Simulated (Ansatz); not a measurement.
SiO2: ¹⁷O NMR of the central transition

Cell: a computed structure from the Materials Project (it need not be an observed phase), its atoms then relaxed with PBE in this cell.

Space group R-3m:H (No. 166); a = 13.5970, c = 14.8360 Å, γ = 120.00°.

```
site  Wyckoff  site symmetry       x       y       z
  Si      36i              1  0.8960  0.5631  0.4383
 O13      18f             .2  0.9298  0.5965  0.3333
 O19      18h             .m  0.7989  0.8994  0.8756
 O25      18h             .m  0.7862  0.2138  0.4656
 O31      18g             .2  0.0000  0.3470  0.5000
```

One atom of each set is listed; the run and its k-mesh use a cell of 36 atoms with edges of 9.28, 9.28, 9.28 Å.

Computed with Ansatz: DFT, PBE, plane waves and PAW, scalar-relativistic, 420 eV cutoff, Γ-centred 3×3×3 k-points, Fermi–Dirac smearing 0.02 eV.

¹⁷O has I = 5/2 and Q = -25.58 mb (Pyykkö 2018); at 7.05 T its Larmor frequency is ν₀ = 40.7 MHz. Only the quadrupole interaction is simulated: positions count from each site's isotropic chemical shift, and J coupling is left out, as are shift anisotropy and dipolar coupling, which fast spinning averages.

(1) Simulate the second-order pattern (fast magic-angle spinning, Gaussian broadening 0.3 kHz) of site O31 (2 Si at 1.61 Å, angle 143°).

Answers

(1) The calculation gives C_Q = -5.75 MHz and η = 0.24, so ν_Q = 0.862 MHz and the centre of gravity lies at -122 ppm (-4.96 kHz).

offset (kHz), height and a bar:
```
   -12.88          0 
   -12.56          0 
   -12.23          5 #
   -11.91          7 ##
   -11.59          7 ##
   -11.26          8 ##
   -10.94          8 ##
   -10.62          8 ##
   -10.29          8 ##
    -9.97          8 ##
    -9.65          9 ###
    -9.33          9 ###
    -9.00          9 ###
    -8.68         15 ####
    -8.36         37 ###########
    -8.03         45 ##############
    -7.71         52 ################
    -7.39         69 #####################
    -7.06         95 #############################
    -6.74         76 #######################
    -6.42         64 ###################
    -6.09         59 ##################
    -5.77         56 #################
    -5.45         55 ################
    -5.13         54 ################
    -4.80         54 ################
    -4.48         55 #################
    -4.16         57 #################
    -3.83         60 ##################
    -3.51         65 ###################
    -3.19         73 ######################
    -2.86         94 ############################
    -2.54        100 ##############################
    -2.22         77 #######################
    -1.89         66 ####################
    -1.57         59 ##################
    -1.25         51 ###############
    -0.93         16 #####
    -0.60          0 
    -0.28          0
```

At O31 V_zz runs parallel to the line that joins its two neighbours (within 1°).
